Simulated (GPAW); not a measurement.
Set up this calculation in GPAW 26.7.0, as an ASE script.

| Quantity | Value |
| --- | --- |
| Task | band structure |
| Functional | r2SCAN |
| Potentials or basis | GPAW PAW data sets (gpaw-data 1.2.1) |
| Cutoff | 800 eV |
| Basis | pw |
| k mesh | 5 × 5 × 5 |
| Occupations | fermi-dirac, width 0.05 eV |
| Spin | no spin polarisation |
| Maxiter | 150 |
| Band path | GXMGRX,MR |
| Band points | 100 |

Crystal: MgO2.

```xyz
12
Lattice="4.8286 0.0000 0.0000 0.0000 4.8286 0.0000 0.0000 0.0000 4.8286" Properties=species:S:1:pos:R:3 pbc="T T T"
Mg    0.0000    0.0000    0.0000
Mg    2.4143    0.0000    2.4143
Mg    2.4143    2.4143    0.0000
Mg    0.0000    2.4143    2.4143
O     2.8461    4.3968    0.4318
O     4.3968    0.4318    2.8461
O     0.4318    2.8461    4.3968
O     1.9825    1.9825    1.9825
O     2.8461    2.8461    2.8461
O     4.3968    1.9825    0.4318
O     0.4318    4.3968    1.9825
O     1.9825    0.4318    4.3968
```

The cell is a database's computed one.

The input as run:

run.py

```python
from ase import Atoms
from ase.dft.bandgap import bandgap
from ase.io import write
from ase.units import GPa
from gpaw import GPAW, PW

atoms = Atoms(['Mg', 'Mg', 'Mg', 'Mg', 'O', 'O', 'O', 'O', 'O', 'O', 'O', 'O'],
              cell=[[4.82861247, 0.0, 0.0],
                    [0.0, 4.82861247, 0.0],
                    [0.0, 0.0, 4.82861247]],
              scaled_positions=[[0.0, 0.0, 0.0],
                                [0.5, 0.0, 0.5],
                                [0.5, 0.5, 0.0],
                                [0.0, 0.5, 0.5],
                                [0.58942444, 0.91057556, 0.08942444],
                                [0.91057556, 0.08942444, 0.58942444],
                                [0.08942444, 0.58942444, 0.91057556],
                                [0.41057556, 0.41057556, 0.41057556],
                                [0.58942444, 0.58942444, 0.58942444],
                                [0.91057556, 0.41057556, 0.08942444],
                                [0.08942444, 0.91057556, 0.41057556],
                                [0.41057556, 0.08942444, 0.91057556]],
              pbc=True)

calc = GPAW(mode=PW(800),
            xc='MGGA_X_R2SCAN+MGGA_C_R2SCAN',
            kpts={'size': (5, 5, 5), 'gamma': True},
            occupations={'name': 'fermi-dirac', 'width': 0.05},
            nbands=71,
            convergence={'density': 1e-05, 'energy': 1e-05},
            maxiter=150,
            txt='gpaw.txt')
atoms.calc = calc
energy = atoms.get_potential_energy()
forces = atoms.get_forces()
stress = atoms.get_stress()
calc.write('gs.gpw')
write('result.traj', atoms)
print(f'Energy: {energy:.6f} eV')
print('Forces (eV/A):')
print(forces.round(4))
print('Stress (GPa):', (stress / GPa).round(3))
print('Fermi level:', round(calc.get_fermi_level(), 4), 'eV')
print(f'Gap: {bandgap(calc)[0]:.4f} eV, direct: {bandgap(calc, direct=True)[0]:.4f} eV')

path = atoms.cell.bandpath('GXMGRX,MR', npoints=100, eps=1e-4)
bs_calc = calc.fixed_density(kpts=path, symmetry='off', nbands=100,
                             convergence={'bands': 'CBM+6.0', 'eigenstates': 1e-6}, txt='bands.txt')
bs = bs_calc.band_structure()
bs.write('bs.json')
print(f'Gap on the path: {bandgap(bs_calc)[0]:.4f} eV')
```

Potentials or basis: GPAW PAW data sets (gpaw-data 1.2.1), pw.

Launch:

```console
$ OMP_NUM_THREADS=1 python run.py
```

It gave:

* Pressure: 0.7 GPa
* Largest force: 0.172 eV/Å
* Band gap on the k mesh: 4.68 eV, indirect (least direct gap 4.78 eV)
* Band gap along the path: 4.65 eV, indirect (least direct gap 4.78 eV)

Caveat: the PAW data sets were made with another functional, which shifts forces and pressure a little.

Wall time 24 min on 1 thread of Arm Neoverse V2, with other jobs on the host, peak memory 1.6 GiB.
